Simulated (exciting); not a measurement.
Consider BaO, space group Fm-3m.

```
Ba O
1.0
     0.00000    2.75000    2.75000
     2.75000    0.00000    2.75000
     2.75000    2.75000    0.00000
Ba O
1 1
Direct
  0.00000 0.00000 0.00000
  0.50000 0.50000 0.50000
```

Absorber: atom 2, with 6 Ba at 2.75 Å (octahedral, site symmetry m-3m). Method: exciting, all-electron LAPW+lo, LDA, exchange and screened direct term (singlet BSE), 5×5×5 shifted k points, 29 conduction bands, |G+q| up to 3 bohr⁻¹, full RPA screening with nempty = 50, Lorentzian half width 0.45 eV.

The database entry behind the starting cell differs from later determinations by our own check (about 0.7 % short), so it need not match the best structure at ambient conditions.

Predict the O K near-edge structure at this level.

Bound core exciton? Undecided on this mesh: the first bright state (over 5 % of the brightest) lies at -0.10 eV from the Kohn–Sham onset and at -0.17 eV from the lowest bare transition of its own mesh; weaker or dark states reach down to -0.47 eV. Maxima (height): 1.2 eV (1.00), 3.1 eV (0.62), 4.7 eV (0.75), 6.0 eV (0.66), 7.5 eV (0.39), 17.9 eV (0.46) and 25.4 eV (0.21); 2 lower ones aren't listed.

Energy from the Kohn–Sham onset, core level to the lowest empty state found on the meshes used; Im ε in relative units:

```tsv
E (eV)	Im ε
-3.5	0.02
-3.0	0.03
-2.5	0.04
-2.0	0.05
-1.5	0.06
-1.0	0.10
-0.5	0.17
0.0	0.34
0.5	0.64
1.0	0.95
1.5	0.96
2.0	0.74
2.5	0.59
3.0	0.61
3.5	0.59
4.0	0.58
4.5	0.72
5.0	0.69
5.5	0.63
6.0	0.66
6.5	0.53
7.0	0.38
7.5	0.39
8.0	0.32
8.5	0.22
9.0	0.18
9.5	0.17
10.0	0.18
10.5	0.19
11.0	0.19
11.5	0.17
12.0	0.14
12.5	0.13
13.0	0.14
13.5	0.17
14.0	0.19
14.5	0.15
15.0	0.13
15.5	0.14
16.0	0.20
16.5	0.30
17.0	0.41
17.5	0.45
18.0	0.46
18.5	0.42
19.0	0.37
19.5	0.29
20.0	0.21
20.5	0.15
21.0	0.12
21.5	0.11
22.0	0.12
22.5	0.12
23.0	0.12
23.5	0.13
24.0	0.15
24.5	0.20
25.0	0.20
25.5	0.21
26.0	0.19
26.5	0.17
```

A mesh of 125 points doesn't converge binding energies. The kernel cutoff is low for a compact core orbital, so the effect of exchange is a lower bound. The zero comes from the unshifted 4×4×4 ground-state mesh; it is exact only where the band minimum lies on that mesh. The Kohn–Sham onset, 501 eV, is no photon energy: the scale needs a rigid shift. Bands and screening come from semilocal DFT, whose small gap overscreens. Vibrations and energy-dependent lifetimes are left out. The structure is a published determination, not relaxed.

[Banner, clock and machine lines of the logs are left out without a mark of their own.]

[Logs are printed without paths, hosts, clocks, repeated set-up lines and the standing remarks that a program may print on its own settings, such as how far it seeks lower states.]

[Hosts, paths, dates, database ids (printed as entryN), source tags and the programs' standing remarks are cut or masked in the printed files.]
